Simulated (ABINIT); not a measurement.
# A GW chain in ABINIT: SiC (Moissanite), part 3 of 3

Wanted: ground state, empty states, screening and self-energy for SiC (Moissanite).

ABINIT 10.8.3; PBE and many-body steps on it, plane waves. Known limits of the many-body steps: not at the basis limit; coarse k mesh.

So far. Step 3 (Bands along the symmetry lines): The gap is 2.012 eV, −0.005 eV from the run before at this level. Step 4 (Empty states on the mesh, 6×6×1 mesh, 191 bands): On this mesh the gap is 2.017 eV.

## 5. Screening, 6×6×1 mesh, 175 bands, screening to 130.6 eV

The RPA dielectric matrix is built and inverted for each q.

This step: RPA screening on PBE, plane waves, norm-conserving pseudopotentials.

File run.abi:

```
acell 3*1.0 Angstrom
rprim 
  3.081000000023 -0.000000000005 0.000000000000
  -1.540500000007 2.668224269083 0.000000000000
  0.000000000000 0.000000000000 15.124800000000
ntypat 2
znucl 14 6
natom 12
typat 1 1 1 1 1 1 2 2 2 2 2 2
xred 
  0.000000000000 0.000000000000 0.000000000000
  0.000000000000 0.000000000000 0.500000000000
  0.333333333333 0.666666666667 0.166400000000
  0.666666666667 0.333333333333 0.666400000000
  0.666666666667 0.333333333333 0.332900000000
  0.333333333333 0.666666666667 0.832900000000
  0.333333333333 0.666666666667 0.041200000000
  0.666666666667 0.333333333333 0.541200000000
  0.666666666667 0.333333333333 0.208000000000
  0.333333333333 0.666666666667 0.708000000000
  0.000000000000 0.000000000000 0.374600000000
  0.000000000000 0.000000000000 0.874600000000
pp_dirpath "pseudos"
pseudos "Si.upf, C.upf"
ecut 37
ngkpt 6 6 1
nshiftk 1
shiftk 0 0 0
kptopt 1
chksymbreak 0
istwfk *1
occopt 1
irdwfk 1
optdriver 3
nband 175
ecuteps 4.8
inclvkb 2
awtr 1
symchi 1
indata_prefix "in"
outdata_prefix "out"
tmpdata_prefix "tmp"
```

Started as:

```
$ OMP_NUM_THREADS=1 mpirun -n 8 abinit run.abi > log
```

Numbers of over 12 decimals in the logs are rounded to 6 here.

Output:

```text
.Version 10.8.3 of ABINIT. v10.8.2 released Aug 2026.

 Symmetries : space group P6_3 m c (#186); Bravais hP (primitive hexag.)
[... echo of the input left out ...]
== DATASET  1 ==================================================================
-   mpi_nproc: 8, omp_nthreads: 1 (-1 if OMP is not activated)

--- !DatasetInfo
iteration_state: {dtset: 1, }
dimensions: {natom: 12, nkpt: 7, mband: 175, nsppol: 1, nspinor: 1, nspden: 1, mpw: 9084, }
cutoff_energies: {ecut:  37.0, pawecutdg:  -1.0, }
electrons: {nelect:   4.80000000E+01, charge:   0.00000000E+00, occopt:   1.00000000E+00, tsmear:   1.00000000E-02, }

 SCREENING: Calculation of the susceptibility and dielectric matrices

 Based on a program developped by R.W. Godby, V. Olevano, G. Onida, and L. Reining.
 Incorporated in ABINIT by V. Olevano, G.-M. Rignanese, and M. Torrent.
.Using double precision arithmetic ; gwpc =  8

[... cell and pseudopotentials left out ...]
--------------------------------------------------------------------------------

 ==== K-mesh for the wavefunctions ====
 Number of points in the irreducible wedge :     7
[... list of points left out ...]
 Together with 12 symmetry operations and time-reversal symmetry
 yields    36 points in the full Brillouin Zone.

 ==== Q-mesh for the screening function ====
 Number of points in the irreducible wedge :     7
[... list of points left out ...]
 Together with 12 symmetry operations and time-reversal symmetry
 yields    36 points in the full Brillouin Zone.

 setmesh: FFT mesh size selected  =    20x   20x  108
          total number of points  =        43200

 vcoul_init : cutoff-mode = AUXILIARY_FUNCTION
 q-points for optical limit:   1
     1)      0.000010    0.000020    0.000030

- screening: taking advantage of time-reversal symmetry
- Maximum band index for partially occupied states nbvw = 24
- Remaining bands to be divided among processors   nbcw = 151
- Number of bands treated by each node ~18

 Number of electrons calculated from density =   48.0000; Expected =   48.0000
 average of density, n =  0.057206
 r_s =    1.6100
 omega_plasma =   23.0715 [eV]

 calculating chi0 at frequencies [eV] :
  1    0.000000E+00    0.000000E+00
  2    0.000000E+00    2.307151E+01

--------------------------------------------------------------------------------
  q-point number  1        q = ( 0.000000, 0.000000, 0.000000) [r.l.u.]
--------------------------------------------------------------------------------
[... chi0 elements left out ...]
 For q-point:  0.000010 0.000020 0.000030
  dielectric constant =   6.9739
  dielectric constant without local fields =   7.6230

  Average fulfillment of the sum rule on Im[epsilon] for q-point    1 :     82.44  [%]
[... wings left out ...]
  q-point number  2        q = ( 0.166667, 0.000000, 0.000000) [r.l.u.]
--------------------------------------------------------------------------------
[... chi0 elements left out ...]
  Average fulfillment of the sum rule on Im[epsilon] for q-point    2 :     82.64  [%]

 [... 5 further q-points ...]
```

It took 1.8 min on 8 MPI ranks of Arm Neoverse V2, shared host; peak memory 3.5 GiB.

Numbers from this step:

| Item | Value |
| --- | --- |
| ε∞ with local fields, on this mesh, along the program's q direction | 6.974 |
| the same without local fields | 7.623 |
| plasma frequency | 23.07 eV |
| plane waves in the screening matrix | 407 |

Local fields lower ε∞ by 9 %. On a Γ-centred mesh this coarse the value itself is usually too large, while a short band sum pulls it down.

## 6. Self-energy, 6×6×1 mesh, 175 bands, screening to 130.6 eV

The self-energy is evaluated for the states that the input lists, and the levels follow from it, in one-shot runs by the linearised quasiparticle equation.

This step: G0W0 on PBE, plane waves, norm-conserving pseudopotentials.

Edit run.abi of step 5 so:

```diff
@@ -33,8 +33,17 @@
 irdwfk 1
-optdriver 3
+optdriver 4
 nband 175
+gwcalctyp 0
+ecutsigx 37
+symsigma 1
+nkptgw 2
+kptgw 
+  0.0000000000 0.0000000000 0.0000000000
+  0.5000000000 0.0000000000 0.0000000000
+bdgw 
+  23 26
+  23 26
 ecuteps 4.8
-inclvkb 2
-awtr 1
-symchi 1
+irdscr 1
+ppmodel 1
 indata_prefix "in"
```

Output:

```text
.Version 10.8.3 of ABINIT. v10.8.2 released Aug 2026.

 Symmetries : space group P6_3 m c (#186); Bravais hP (primitive hexag.)
[... echo of the input left out ...]
== DATASET  1 ==================================================================
-   mpi_nproc: 8, omp_nthreads: 1 (-1 if OMP is not activated)

--- !DatasetInfo
iteration_state: {dtset: 1, }
dimensions: {natom: 12, nkpt: 7, mband: 175, nsppol: 1, nspinor: 1, nspden: 1, mpw: 9084, }
cutoff_energies: {ecut:  37.0, pawecutdg:  -1.0, }
electrons: {nelect:   4.80000000E+01, charge:   0.00000000E+00, occopt:   1.00000000E+00, tsmear:   1.00000000E-02, }

 SIGMA: Calculation of the GW corrections

 Based on a program developped by R.W. Godby, V. Olevano, G. Onida, and L. Reining.
 Incorporated in ABINIT by V. Olevano, G.-M. Rignanese, and M. Torrent.
.Using double precision arithmetic ; gwpc =  8

[... cell and pseudopotentials left out ...]
--------------------------------------------------------------------------------

 ==== K-mesh for the wavefunctions ====
 Number of points in the irreducible wedge :     7
[... list of points left out ...]
 Together with 12 symmetry operations and time-reversal symmetry
 yields    36 points in the full Brillouin Zone.

 ==== Q-mesh for screening function ====
 Number of points in the irreducible wedge :     7
[... list of points left out ...]
 Together with 12 symmetry operations and time-reversal symmetry
 yields    36 points in the full Brillouin Zone.

 vcoul_init : cutoff-mode = AUXILIARY_FUNCTION
 q-points for optical limit:   1
     1)      0.000010    0.000020    0.000030
 setmesh: FFT mesh size selected  =    27x   27x  160
          total number of points  =       116640

 Number of electrons calculated from density =   48.0000; Expected =   48.0000
 average of density, n =  0.057206
 r_s =    1.6100
 omega_plasma =   23.0715 [eV]

 === KS Band Gaps ===
  >>>> For spin  1
   Minimum direct gap =   3.1231 [eV], located at k-point      :   0.5000  0.0000  0.0000
   Fundamental gap    =   2.0167 [eV], Top of valence bands at :   0.0000  0.0000  0.0000
                                       Bottom of conduction at :   0.5000  0.0000  0.0000
 SIGMA fundamental parameters:
 PLASMON POLE MODEL  1
 number of plane-waves for SigmaX                 8941
 number of plane-waves for SigmaC and W            407
 number of plane-waves for wavefunctions          8941
 number of bands                                   175
 number of independent spin polarizations            1
 number of spinorial components                      1
 number of k-points in IBZ                           7
 number of q-points in IBZ                           7
 number of symmetry operations                      12
 number of k-points in BZ                           36
 number of q-points in BZ                           36
 number of frequencies for dSigma/dE                 9
 frequency step for dSigma/dE [eV]                0.25
 number of omega for Sigma on real axis              0
 max omega for Sigma on real axis  [eV]           0.00
 zcut for avoiding poles [eV]                     0.10

 EPSILON^-1 parameters (SCR file):
 dimension of the eps^-1 matrix on file            407
 dimension of the eps^-1 matrix used               407
 number of plane-waves for wavefunctions          8941
 number of bands                                   175
 number of q-points in IBZ                           7
 number of frequencies                               2
 number of real frequencies                          1
 number of imag frequencies                          1

 matrix elements of self-energy operator (all in [eV])

 Perturbative Calculation

--- !SelfEnergy_ee
iteration_state: {dtset: 1, }
kpoint     : [   0.000,    0.000,    0.000, ]
spin       : 1
KS_gap     :    5.164
QP_gap     :    5.981
Delta_QP_KS:    0.816
data: !SigmaeeData |
     Band     E0 <VxcDFT>   SigX SigC(E0)      Z dSigC/dE  Sig(E)    E-E0       E
       23   6.871 -14.954 -17.604   2.512   0.796  -0.257 -15.064  -0.110   6.761
       24   6.871 -14.954 -17.604   2.512   0.796  -0.257 -15.064  -0.110   6.761
       25  12.036 -12.147  -6.933  -4.340   0.808  -0.238 -11.441   0.706  12.742
       26  12.207 -12.097  -6.845  -4.387   0.807  -0.239 -11.398   0.698  12.905

--- !SelfEnergy_ee
iteration_state: {dtset: 1, }
kpoint     : [   0.500,    0.000,    0.000, ]
spin       : 1
KS_gap     :    3.123
QP_gap     :    3.880
Delta_QP_KS:    0.756
data: !SigmaeeData |
     Band     E0 <VxcDFT>   SigX SigC(E0)      Z dSigC/dE  Sig(E)    E-E0       E
       23   5.209 -13.906 -16.983   2.655   0.793  -0.260 -14.241  -0.335   4.874
       24   5.765 -14.499 -17.613   2.764   0.792  -0.262 -14.777  -0.278   5.487
       25   8.888 -10.928  -6.753  -3.591   0.819  -0.221 -10.450   0.479   9.367
       26   9.078 -10.777  -6.493  -3.703   0.820  -0.220 -10.301   0.476   9.554

== END DATASET(S) ==============================================================
================================================================================

 -outvars: echo values of variables after computation  --------
           etotal      0.0000000000E+00
            nband         175
             nkpt           7
          spgroup         186
 [... the other variables as echoed above ...]

 Calculation completed.
```

It took 17 s on 8 MPI ranks; peak memory 2.3 GiB; 2.2 min of CPU time.

This step gave:

| Quantity | Value |
| --- | --- |
| G0W0 gap on the points computed | 2.606 eV |
| starting gap on the mesh | 2.017 eV |
| k of the valence top | 0, 0, 0 |
| k of the conduction bottom | 0.5, 0, 0 |
| Z at the valence top | 0.796 |
| Z at the conduction bottom | 0.819 |
| least direct G0W0 gap on the computed points | 3.880 eV |

The gap on the mesh goes from 2.02 eV to 2.61 eV, a correction of +0.59 eV.

Limits: finite bands, cutoff and mesh; coarse k mesh. v1 is the top filled band, c1 the lowest empty one. Levels before and after the correction, in eV, zero at the valence-band top of each column:

```csv
,conduction bottom,valence top
Kohn-Sham,2.02,0.00
G0W0,2.61,0.00
```

```csv
,level,energy (eV)
Kohn-Sham,Γ v2-v1,0.000
Kohn-Sham,Γ c1,5.164
Kohn-Sham,Γ c2,5.336
Kohn-Sham,(0.5 0 0) v2,-1.662
Kohn-Sham,(0.5 0 0) v1,-1.106
Kohn-Sham,(0.5 0 0) c1,2.017
Kohn-Sham,(0.5 0 0) c2,2.207
G0W0,Γ v2-v1,0.000
G0W0,Γ c1,5.981
G0W0,Γ c2,6.144
G0W0,(0.5 0 0) v2,-1.887
G0W0,(0.5 0 0) v1,-1.274
G0W0,(0.5 0 0) c1,2.606
G0W0,(0.5 0 0) c2,2.793
```

## 7. Where the time went

Times are wall times on 8 MPI ranks of Arm Neoverse V2, shared host, good to a factor of about two.

```csv
step,time,share,memory (GiB)
ground state,31 s,11 %,0.83
bands along the symmetry lines,36 s,13 %,0.77
empty states on the mesh,79 s,29 %,0.94
screening,1.8 min,40 %,3.5
self-energy,17 s,6 %,2.3
```

## 8. What came out

- PBE gap: 2.01 eV, indirect
- G0W0 gap on the mesh: 2.61 eV
- GW settings: 6×6×1 mesh, 175 bands, screening to 130.6 eV, Godby-Needs plasmon pole
- known limits: not at the basis limit; coarse k mesh

What this shows: G0W0 moves the gap on the mesh from 2.02 eV to 2.61 eV (+0.59 eV), with Z of 0.80 and 0.82 at the edges. Local fields lower the RPA ε∞ on this mesh from 7.62 to 6.97; a Γ-centred mesh this coarse tends to raise both, most where the direct gap is narrow, while a short band sum lowers them. Only 2 of the mesh's irreducible points were corrected, so a valley elsewhere could overtake. Against experiment, by G0W0@PBE: the gap of 2.60 eV lies −0.42 eV from the measured 3.02 eV (kind not stated, quoted 2020); the gap of 2.60 eV lies −0.40 eV from the measured 3 eV (optical, 2017); the gap of 2.60 eV lies −0.43 eV from the measured 3.03 eV (indirect, quoted 2018). An exciton line or allowed optical edge lies below the quasiparticle gap by the binding energy; a forbidden edge can push the onset above it. The calculation has static nuclei and no excitons; a measured gap holds zero-point and thermal motion, which mostly lowers it. Bands and cutoff are finite, so the gap is not at the basis limit. The miss can reach some tenths of an eV and take either sign; the mesh is an error of its own. In the G0W0 run levels were corrected at 2 k points alone, so a gap called «on the mesh» is the least over those, and an edge elsewhere would be missed. The 6×6×1 mesh is coarse for this cell, which bears on the long-range parts of exchange and screening.

[Paths, hosts, dates, memory and timing lines, banners, echoed tables and standing remarks are left out of the program output.]

[Logs are printed without paths, hosts, clocks, repeated set-up lines and the standing remarks that a program may print on its own settings, such as how far it seeks lower states.]

[Runs of the session that timed out or met a known fault of the program may be left out.]

[Hosts, paths, dates, database ids (printed as entryN), source tags and the programs' standing remarks are cut or masked in the printed files.]

[G0W0 gaps are taken among the corrected bands and points alone; a level outside them can change the order at an edge.]

[Where Ansatz stands beside ABINIT at settings called matched, ABINIT's density can come from a denser mesh and the files from another edition; pairs whose starting gaps differed by over 0.03 eV were left out, so agreement reads better than it is.]
